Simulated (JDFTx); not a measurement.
# BN (F-43m) in JDFTx: further runs

One crystal, BN, is run at these levels: LDA, PBEsol, r2SCAN; tasks: band structure.

Everything below comes from runs of JDFTx 1.7.0 (patched build). Logs are shortened: lines on timing, memory, paths and dates and some standing lists are left out, and cuts for length are marked. The log counts tension as positive stress, the text compression.

**Measured values to compare with.**

A printed reference work, monograph reports, for a bulk crystal of BN at 300 K: band gap 6.4 eV (indirect).

The runs below are set against these values where they give the same quantity.

## 1. The structure

It takes space group F-43m (No. 216, cubic). Conventional cell: a = 3.626 Å, b = 3.626 Å, c = 3.626 Å, α = 90.00°, β = 90.00°, γ = 90.00°. Around N (site symmetry -43m) lie 4 B at 1.57 Å. B (site symmetry -43m) is surrounded by 4 N at 1.57 Å.

The cell is a database's computed one.

## 2. Band structure, LDA

Input file bands.in:

```
include BN.lattice
coords-type Lattice
include BN.ionpos

ion-species pseudo/N.upf
ion-species pseudo/B.upf
elec-cutoff 42 336
elec-ex-corr lda-PW
elec-smearing Fermi 0.0018374661
elec-n-bands 9
electronic-minimize nIterations 30 energyDiffThreshold 1e-06
davidson-band-ratio 1.3
forces-output-coords Cartesian
include path.kpoints
symmetries none
fix-electron-density run.$VAR

dump-name bands.$VAR
dump End Ecomponents EigStats BandEigs Kpoints Forces
```

Input file BN.lattice:

```
lattice \
    0.0000000000     3.4260753537     3.4260753537 \
    3.4260753537     0.0000000000     3.4260753537 \
    3.4260753537     3.4260753537     0.0000000000
```

Input file BN.ionpos:

```
ion N      0.2500000000     0.2500000000     0.2500000000 1
ion B      0.0000000000     0.0000000000     0.0000000000 1
```

Input file path.kpoints:

```
kpoint +0.0000000000 +0.0000000000 +0.0000000000 0.020000000000
kpoint +0.0714285714 +0.0000000000 +0.0714285714 0.020000000000
kpoint +0.1428571429 +0.0000000000 +0.1428571429 0.020000000000
kpoint +0.2142857143 +0.0000000000 +0.2142857143 0.020000000000
kpoint +0.2857142857 +0.0000000000 +0.2857142857 0.020000000000
kpoint +0.3571428571 +0.0000000000 +0.3571428571 0.020000000000
kpoint +0.4285714286 +0.0000000000 +0.4285714286 0.020000000000
kpoint +0.5000000000 +0.0000000000 +0.5000000000 0.020000000000
kpoint +0.5000000000 +0.0833333333 +0.5833333333 0.020000000000
kpoint +0.5000000000 +0.1666666667 +0.6666666667 0.020000000000
kpoint +0.5000000000 +0.2500000000 +0.7500000000 0.020000000000
kpoint +0.4375000000 +0.3125000000 +0.7500000000 0.020000000000
kpoint +0.3750000000 +0.3750000000 +0.7500000000 0.020000000000
kpoint +0.3281250000 +0.3281250000 +0.6562500000 0.020000000000
kpoint +0.2812500000 +0.2812500000 +0.5625000000 0.020000000000
kpoint +0.2343750000 +0.2343750000 +0.4687500000 0.020000000000
kpoint +0.1875000000 +0.1875000000 +0.3750000000 0.020000000000
kpoint +0.1406250000 +0.1406250000 +0.2812500000 0.020000000000
kpoint +0.0937500000 +0.0937500000 +0.1875000000 0.020000000000
kpoint +0.0468750000 +0.0468750000 +0.0937500000 0.020000000000
kpoint +0.0000000000 +0.0000000000 +0.0000000000 0.020000000000
kpoint +0.0833333333 +0.0833333333 +0.0833333333 0.020000000000
kpoint +0.1666666667 +0.1666666667 +0.1666666667 0.020000000000
kpoint +0.2500000000 +0.2500000000 +0.2500000000 0.020000000000
kpoint +0.3333333333 +0.3333333333 +0.3333333333 0.020000000000
kpoint +0.4166666667 +0.4166666667 +0.4166666667 0.020000000000
kpoint +0.5000000000 +0.5000000000 +0.5000000000 0.020000000000
kpoint +0.5250000000 +0.4500000000 +0.5250000000 0.020000000000
kpoint +0.5500000000 +0.4000000000 +0.5500000000 0.020000000000
kpoint +0.5750000000 +0.3500000000 +0.5750000000 0.020000000000
kpoint +0.6000000000 +0.3000000000 +0.6000000000 0.020000000000
kpoint +0.6250000000 +0.2500000000 +0.6250000000 0.020000000000
kpoint +0.5625000000 +0.2500000000 +0.6875000000 0.020000000000
kpoint +0.5000000000 +0.2500000000 +0.7500000000 0.020000000000
kpoint +0.5000000000 +0.2916666667 +0.7083333333 0.020000000000
kpoint +0.5000000000 +0.3333333333 +0.6666666667 0.020000000000
kpoint +0.5000000000 +0.3750000000 +0.6250000000 0.020000000000
kpoint +0.5000000000 +0.4166666667 +0.5833333333 0.020000000000
kpoint +0.5000000000 +0.4583333333 +0.5416666667 0.020000000000
kpoint +0.5000000000 +0.5000000000 +0.5000000000 0.020000000000
kpoint +0.4791666667 +0.4791666667 +0.5416666667 0.020000000000
kpoint +0.4583333333 +0.4583333333 +0.5833333333 0.020000000000
kpoint +0.4375000000 +0.4375000000 +0.6250000000 0.020000000000
kpoint +0.4166666667 +0.4166666667 +0.6666666667 0.020000000000
kpoint +0.3958333333 +0.3958333333 +0.7083333333 0.020000000000
kpoint +0.3750000000 +0.3750000000 +0.7500000000 0.020000000000
kpoint +0.6250000000 +0.2500000000 +0.6250000000 0.020000000000
kpoint +0.5833333333 +0.1666666667 +0.5833333333 0.020000000000
kpoint +0.5416666667 +0.0833333333 +0.5416666667 0.020000000000
kpoint +0.5000000000 +0.0000000000 +0.5000000000 0.020000000000
```

Potentials or basis: PseudoDojo-SR-LDA-0.4.1-standard with smoothed tails.

Run with:

```sh
$ jdftx -c 1 -i bands.in -o bands.out
```

Output:

```text
*************** JDFTx 1.7.0 (patched build) ***************

Input parsed successfully to the following command list (including defaults):
[... the input with its defaults ...]

---------- Initializing the Grid ----------
R =
[            0      3.42608      3.42608  ]
[      3.42608            0      3.42608  ]
[      3.42608      3.42608            0  ]
unit cell volume = 80.4305
G =
[  -0.916965   0.916965   0.916965  ]
[   0.916965  -0.916965   0.916965  ]
[   0.916965   0.916965  -0.916965  ]
Minimum fftbox size, Smin = [  40  40  40  ]
Chosen fftbox size, S = [  40  40  40  ]

---------- Initializing tighter grid for wavefunction operations ----------
R =
[            0      3.42608      3.42608  ]
[      3.42608            0      3.42608  ]
[      3.42608      3.42608            0  ]
unit cell volume = 80.4305
G =
[  -0.916965   0.916965   0.916965  ]
[   0.916965  -0.916965   0.916965  ]
[   0.916965   0.916965  -0.916965  ]
Minimum fftbox size, Smin = [  32  32  32  ]
Chosen fftbox size, S = [  32  32  32  ]

---------- Exchange Correlation functional ----------
Initalized Slater LDA exchange.
Initalized Perdew-Wang LDA correlation.

---------- Setting up pseudopotentials ----------
Width of ionic core gaussian charges (only for fluid interactions / plotting) set to 0

Reading pseudopotential file 'pseudo/N.upf':
  'N' pseudopotential, 'SLA  PW   NOGX NOGC' functional
  Generated using ONCVPSP code by D. R. Hamann
  5 valence electrons, 2 orbitals, 4 projectors, 1001 radial grid points, with lMax = 1
    2S    l: 0   occupation:  2.0   eigenvalue: -0.676963
    2P    l: 1   occupation:  3.0   eigenvalue: -0.266038
  Core radius for overlap checks: 1.31 bohrs.

Reading pseudopotential file 'pseudo/B.upf':
  'B' pseudopotential, 'SLA  PW   NOGX NOGC' functional
  Generated using ONCVPSP code by D. R. Hamann
  3 valence electrons, 2 orbitals, 4 projectors, 1001 radial grid points, with lMax = 1
    2S    l: 0   occupation:  2.0   eigenvalue: -0.344843
    2P    l: 1   occupation:  1.0   eigenvalue: -0.136532
  Core radius for overlap checks: 1.18 bohrs.

Initialized 2 species with 2 total atoms.

Folded 50 k-points by 1x1x1 to 50 k-points.

---------- Setting up k-points, bands, fillings ----------
No reducable k-points.
Computing the number of bands and number of electrons
Calculating initial fillings.
nElectrons:   8.000000   nBands: 9   nStates: 50

----- Setting up reduced wavefunction bases (one per k-point) -----
average nbasis = 1043.820 , ideal nbasis = 1045.656

---------- Setting up ewald sum ----------
Optimum gaussian width for ewald sums = 1.556064 bohr.
Real space sum over 1331 unit cells with max indices [  5  5  5  ]
Reciprocal space sum over 2197 terms with max indices [  6  6  6  ]

---------- Allocating electronic variables ----------
Reading n from file 'run.n' ... done
Initializing wave functions:  linear combination of atomic orbitals
Note: number of bands (9) exceeds available atomic orbitals (8)

----------- Band structure minimization -------------
Minimization will be done independently for each quantum number.

---- Minimization of quantum number:     0  [ +0.0000000 +0.0000000 +0.0000000 ]  0.040000000 ----
BandDavidson: Iter:   0  Eband: +0.227009877717194
BandDavidson: Iter:   1  Eband: +0.204850643539226  dEband: -2.215923e-02
BandDavidson: Iter:   2  Eband: +0.202947397865784  dEband: -1.903246e-03
BandDavidson: Iter:   3  Eband: +0.202454557213285  dEband: -4.928407e-04
[... 581 lines of inner loops ...]
BandDavidson: Iter:   5  Eband: +0.195440414049058  dEband: -2.055465e-06
BandDavidson: Iter:   6  Eband: +0.195440019512847  dEband: -3.945362e-07
BandDavidson: Converged (dEband<1.000000e-06)
	FillingsUpdate:  mu: +0.453959686  nElectrons: 8.000000

Dumping 'bands.eigStats' ...
	eMin: -0.337864 at state 0 ( [ +0.000000 +0.000000 +0.000000 ] spin 0 )
	HOMO: +0.395573 at state 20 ( [ +0.000000 +0.000000 +0.000000 ] spin 0 )
	mu  : +0.453960
	LUMO: +0.557513 at state 49 ( [ +0.500000 +0.000000 +0.500000 ] spin 0 )
	eMax: +1.288740 at state 20 ( [ +0.000000 +0.000000 +0.000000 ] spin 0 )
	HOMO-LUMO gap: +0.161940
	Optical gap  : +0.319794 at state 20 ( [ +0.000000 +0.000000 +0.000000 ] spin 0 )
Done!
[note: mu, HOMO and LUMO in a band run belong to the points of the path alone and aren't those of the crystal]
```

Run time: 4.3 s. Hardware: 1 thread of Intel Xeon Platinum 8488C (Sapphire Rapids), shared host; peak memory 0.09 GiB.

What came out:

```yaml
Band_gap_along_the_path: 4.41 eV, indirect (least direct gap 8.70 eV)
```

Levels at the corners of the path, in eV from the valence-band top:
| point | band 1 | band 2 | band 3 | band 4 | band 5 |
| --- | --- | --- | --- | --- | --- |
| Γ | -19.96 | 0.00 | 0.00 | 0.00 | 8.70 |
| X | -14.34 | -8.82 | -4.89 | -4.89 | 4.41 |
| W | -14.02 | -7.47 | -6.96 | -6.50 | 9.44 |
| K | -14.25 | -8.02 | -7.65 | -4.06 | 6.84 |
| Γ | -19.96 | 0.00 | 0.00 | 0.00 | 8.70 |
| L | -15.71 | -10.63 | -1.93 | -1.93 | 10.14 |
| U | -14.25 | -8.02 | -7.65 | -4.06 | 6.84 |
| W | -14.02 | -7.47 | -6.96 | -6.50 | 9.44 |
| L | -15.71 | -10.63 | -1.93 | -1.93 | 10.14 |
| K | -14.25 | -8.02 | -7.65 | -4.06 | 6.84 |
| U | -14.25 | -8.02 | -7.65 | -4.06 | 6.84 |
| X | -14.34 | -8.82 | -4.89 | -4.89 | 4.41 |

## 3. Band structure, PBEsol

Edit bands.in of step 2 so:

```diff
@@ -1,4 +1,8 @@
-include BN.lattice
-coords-type Lattice
-include BN.ionpos
+lattice \
+    0.0000000000     3.4260753537     3.4260753537 \
+    3.4260753537     0.0000000000     3.4260753537 \
+    3.4260753537     3.4260753537     0.0000000000
+coords-type Cartesian
+ion N      1.7130376768     1.7130376768     1.7130376768 1
+ion B      0.0000000000     0.0000000000     0.0000000000 1
 
@@ -7,3 +11,3 @@
 elec-cutoff 42 336
-elec-ex-corr lda-PW
+elec-ex-corr gga-PBEsol
 elec-smearing Fermi 0.0018374661
```

path.kpoints is that of step 2.

Potentials or basis: PseudoDojo-SR-PBEsol-0.4.1-standard with smoothed tails.

Run with:

```sh
$ jdftx -c 1 -i bands.in -o bands.out
```

Output:

```text
*************** JDFTx 1.7.0 (patched build) ***************

Input parsed successfully to the following command list (including defaults):
[... the input with its defaults ...]

---------- Initializing the Grid ----------
R =
[            0      3.42608      3.42608  ]
[      3.42608            0      3.42608  ]
[      3.42608      3.42608            0  ]
unit cell volume = 80.4305
G =
[  -0.916965   0.916965   0.916965  ]
[   0.916965  -0.916965   0.916965  ]
[   0.916965   0.916965  -0.916965  ]
Minimum fftbox size, Smin = [  40  40  40  ]
Chosen fftbox size, S = [  40  40  40  ]

---------- Initializing tighter grid for wavefunction operations ----------
R =
[            0      3.42608      3.42608  ]
[      3.42608            0      3.42608  ]
[      3.42608      3.42608            0  ]
unit cell volume = 80.4305
G =
[  -0.916965   0.916965   0.916965  ]
[   0.916965  -0.916965   0.916965  ]
[   0.916965   0.916965  -0.916965  ]
Minimum fftbox size, Smin = [  32  32  32  ]
Chosen fftbox size, S = [  32  32  32  ]

---------- Exchange Correlation functional ----------
Initalized PBEsol GGA exchange.
Initalized PBEsol GGA correlation.

---------- Setting up pseudopotentials ----------
Width of ionic core gaussian charges (only for fluid interactions / plotting) set to 0

Reading pseudopotential file 'pseudo/N.upf':
  'N' pseudopotential, 'PBESOL' functional
  Generated using ONCVPSP code by D. R. Hamann
  5 valence electrons, 2 orbitals, 4 projectors, 1001 radial grid points, with lMax = 1
    2S    l: 0   occupation:  2.0   eigenvalue: -0.678237
    2P    l: 1   occupation:  3.0   eigenvalue: -0.258576
  Core radius for overlap checks: 1.31 bohrs.

Reading pseudopotential file 'pseudo/B.upf':
  'B' pseudopotential, 'PBESOL' functional
  Generated using ONCVPSP code by D. R. Hamann
  3 valence electrons, 2 orbitals, 4 projectors, 1001 radial grid points, with lMax = 1
    2S    l: 0   occupation:  2.0   eigenvalue: -0.344017
    2P    l: 1   occupation:  1.0   eigenvalue: -0.130657
  Core radius for overlap checks: 1.18 bohrs.

Initialized 2 species with 2 total atoms.

Folded 50 k-points by 1x1x1 to 50 k-points.

---------- Setting up k-points, bands, fillings ----------
No reducable k-points.
Computing the number of bands and number of electrons
Calculating initial fillings.
nElectrons:   8.000000   nBands: 9   nStates: 50

----- Setting up reduced wavefunction bases (one per k-point) -----
average nbasis = 1043.820 , ideal nbasis = 1045.656

---------- Setting up ewald sum ----------
Optimum gaussian width for ewald sums = 1.556064 bohr.
Real space sum over 1331 unit cells with max indices [  5  5  5  ]
Reciprocal space sum over 2197 terms with max indices [  6  6  6  ]

---------- Allocating electronic variables ----------
Reading n from file 'run.n' ... done
Initializing wave functions:  linear combination of atomic orbitals
Note: number of bands (9) exceeds available atomic orbitals (8)

----------- Band structure minimization -------------
Minimization will be done independently for each quantum number.

---- Minimization of quantum number:     0  [ +0.0000000 +0.0000000 +0.0000000 ]  0.040000000 ----
BandDavidson: Iter:   0  Eband: +0.230026394720275
BandDavidson: Iter:   1  Eband: +0.207507909954514  dEband: -2.251848e-02
BandDavidson: Iter:   2  Eband: +0.205669814095682  dEband: -1.838096e-03
BandDavidson: Iter:   3  Eband: +0.205221287466214  dEband: -4.485266e-04
[... 584 lines of inner loops ...]
BandDavidson: Iter:   5  Eband: +0.198424285607055  dEband: -2.112786e-06
BandDavidson: Iter:   6  Eband: +0.198423876285028  dEband: -4.093220e-07
BandDavidson: Converged (dEband<1.000000e-06)
	FillingsUpdate:  mu: +0.461989702  nElectrons: 8.000000

Dumping 'bands.eigStats' ...
	eMin: -0.336491 at state 0 ( [ +0.000000 +0.000000 +0.000000 ] spin 0 )
	HOMO: +0.403603 at state 20 ( [ +0.000000 +0.000000 +0.000000 ] spin 0 )
	mu  : +0.461990
	LUMO: +0.562750 at state 49 ( [ +0.500000 +0.000000 +0.500000 ] spin 0 )
	eMax: +1.297676 at state 20 ( [ +0.000000 +0.000000 +0.000000 ] spin 0 )
	HOMO-LUMO gap: +0.159147
	Optical gap  : +0.322769 at state 20 ( [ +0.000000 +0.000000 +0.000000 ] spin 0 )
Done!
[note: mu, HOMO and LUMO in a band run belong to the points of the path alone and aren't those of the crystal]
```

It took 4.4 s on 1 thread of Intel Xeon Platinum 8488C (Sapphire Rapids), shared host; peak memory 0.09 GiB.

What came out:

```yaml
Band_gap_along_the_path: 4.33 eV, indirect (least direct gap 8.78 eV)
```

Levels at the corners of the path, in eV from the valence-band top:
```
point  band 1  band 2  band 3  band 4  band 5
    Γ  -20.14    0.00    0.00    0.00    8.78
    X  -14.54   -8.90   -4.90   -4.90    4.33
    W  -14.22   -7.56   -6.98   -6.52    9.44
    K  -14.45   -8.11   -7.68   -4.07    6.78
    Γ  -20.14    0.00    0.00    0.00    8.78
    L  -15.91  -10.69   -1.93   -1.93   10.03
    U  -14.45   -8.11   -7.68   -4.07    6.78
    W  -14.22   -7.56   -6.98   -6.52    9.44
    L  -15.91  -10.69   -1.93   -1.93   10.03
    K  -14.45   -8.11   -7.68   -4.07    6.78
    U  -14.45   -8.11   -7.68   -4.07    6.78
    X  -14.54   -8.90   -4.90   -4.90    4.33
```

## 4. Band structure, r2SCAN

Input file bands.in:

```
include BN.lattice
coords-type Lattice
include BN.ionpos

ion-species pseudo/N.upf
ion-species pseudo/B.upf
elec-cutoff 50 400
elec-ex-corr mgga-x-r2scan mgga-c-r2scan
elec-smearing Fermi 0.0018374661
elec-n-bands 9
electronic-minimize nIterations 30 energyDiffThreshold 1e-06
davidson-band-ratio 1.3
forces-output-coords Cartesian
include path.kpoints
symmetries none
fix-electron-density run.$VAR

dump-name bands.$VAR
dump End Ecomponents EigStats BandEigs Kpoints Forces
```

BN.lattice is that of step 2.

BN.ionpos is that of step 2.

path.kpoints is that of step 3.

Potentials or basis: SG15-PBE-1.2 with smoothed tails.

Run with:

```sh
$ jdftx -c 1 -i bands.in -o bands.out
```

Wall time 12 s (1 thread of Intel Xeon Platinum 8488C (Sapphire Rapids), shared host); peak memory 0.09 GiB.

The run converged. Its results:

* Band gap along the path: 4.97 eV, indirect (least direct gap 9.47 eV)

Levels at the corners of the path, in eV from the valence-band top:
```tsv
point	band 1	band 2	band 3	band 4	band 5	band 6	band 7
Γ	-21.32	0.00	0.00	0.00	9.47	9.47	9.47
X	-15.69	-9.34	-5.09	-5.09	4.97	9.72	19.09
W	-15.41	-8.04	-7.16	-6.65	10.36	14.05	15.26
K	-15.63	-8.55	-7.85	-4.23	7.47	13.55	16.84
Γ	-21.32	0.00	0.00	0.00	9.47	9.47	9.47
L	-17.09	-11.06	-2.02	-2.02	10.46	11.45	11.45
U	-15.63	-8.55	-7.85	-4.23	7.47	13.55	16.84
W	-15.41	-8.04	-7.16	-6.65	10.36	14.05	15.26
L	-17.09	-11.06	-2.02	-2.02	10.46	11.45	11.45
K	-15.63	-8.55	-7.85	-4.23	7.47	13.55	16.84
U	-15.63	-8.55	-7.85	-4.23	7.47	13.55	16.84
X	-15.69	-9.34	-5.09	-5.09	4.97	9.72	19.09
```

## 5. How close it comes

Step 2. Against the measured gap of BN, 6.4 eV (indirect; 300 K; a printed reference work, monograph), the calculated 4.41 eV is off by -1.99 eV. The value is that of LDA, without temperature or zero-point motion. Semilocal functionals fall short of measured gaps as a rule. The cell is a database's relaxed one, not the measured one, which moves gaps too.

Step 3. Measured gap of BN: 6.4 eV (indirect; 300 K; a printed reference work, monograph). This calculation gives 4.33 eV (-2.07 eV). The value is that of PBEsol, without temperature or zero-point motion. Semilocal functionals fall short of measured gaps as a rule. The cell is a database's relaxed one, not the measured one, which moves gaps too.

Step 4. Against the measured gap of BN, 6.4 eV (indirect; 300 K; a printed reference work, monograph), the calculated 4.97 eV is off by -1.43 eV. The value is that of r2SCAN, without temperature or zero-point motion. The cell is a database's relaxed one, not the measured one, which moves gaps too.
